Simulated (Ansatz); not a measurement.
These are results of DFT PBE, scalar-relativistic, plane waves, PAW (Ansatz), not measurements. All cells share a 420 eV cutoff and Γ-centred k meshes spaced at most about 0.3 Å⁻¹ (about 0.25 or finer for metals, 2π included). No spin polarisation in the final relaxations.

All energies are static (0 K, no zero-point motion).

Two forms of Sb were relaxed alike.

A.

```
Sb
1.0
    -1.89503    1.89503    1.89503
     1.89503   -1.89503    1.89503
     1.89503    1.89503   -1.89503
Sb
1
Direct
  0.00000 0.00000 0.00000
```

B.

```
Sb
1.0
     3.28130    0.00000    0.00000
    -1.64065    2.84169    0.00000
     0.00000    0.00000    3.12498
Sb
1
Direct
  0.00000 0.00000 0.50000
```

Task: Which would you expect to be lower, and how large is the difference?

Result: B is lower, by 83 meV/atom. A has the bcc type, space group Im-3m (No. 229), 27.2 Å³/atom and no gap on its mesh; B has the simple hexagonal type, space group P6/mmm (No. 191), 29.1 Å³/atom and no gap. Counting all near atoms (those within 1.25 times the shortest such distance or 1.15 times the sum of covalent radii, 1.27 where that leaves under three; a plus sign parts nearer from farther groups; the shortest distance is added where it exceeds 1.18 times the sum of covalent radii), A has Sb 8+6 from 3.3 Å and B has Sb 8. The lower one is the more open, so pressure narrows the difference. One comes from a distorted database cell, the other from an invented guess. The part of the Crystallography Open Database at hand lists Sb in space groups No. 139, 166, 194, 221, 225 and others; sharing a group (Im-3m) doesn't make a cell the listed structure.

These runs have no spin–orbit coupling, which can matter for Sb. Cells relaxed within their symmetry can be saddle points.
